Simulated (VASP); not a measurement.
## Sr: single point with PBE

The system is Sr.

```
Sr
1.0
     7.07070    0.00000    0.00000
    -3.53535    6.12341    0.00000
     0.00000    0.00000    3.81305
Sr
3
Direct
  0.00000 0.66627 0.00000
  0.33373 0.33373 0.00000
  0.66627 0.00000 0.00000
```

This isn't the form of Sr at room conditions, which is fcc.

| Property | Result |
| --- | --- |
| Program | VASP 6.6.1 |
| Task | single point |
| Functional | PBE |
| Potentials or basis | VASP PAW PBE potentials, release 64 (Sr_sv) |
| Cutoff | 520 eV |
| k mesh | 9 × 9 × 12 |
| Occupations | gaussian, width 0.1 eV |
| Spin | no spin polarisation |

The pressure is 0.0 GPa, the largest force is 0.007 eV/Å and the band gap on the k mesh is none (metal or under the smearing width).

Forces in eV/Å, atoms in the order of the input:
```
Sr  -0.003  0.006  0.000
Sr  -0.003 -0.006  0.000
Sr   0.007  0.000  0.000
```

Levels at points of the mesh, in eV from the Fermi level:
```tsv
k point	band 12	band 13	band 14	band 15	band 16	band 17	band 18	band 19
(0.00, 0.00, 0.00)	-18.53	-3.54	0.10	0.10	0.10	0.10	0.28	0.28
(0.00, 0.00, 0.50)	-18.57	-1.35	-0.23	0.45	0.46	0.46	0.46	1.71
```

It took 4.3 min on 1 thread of Intel(R) Xeon(R) 6975P-C (Granite Rapids), on a shared host, peak memory 0.43 GiB.
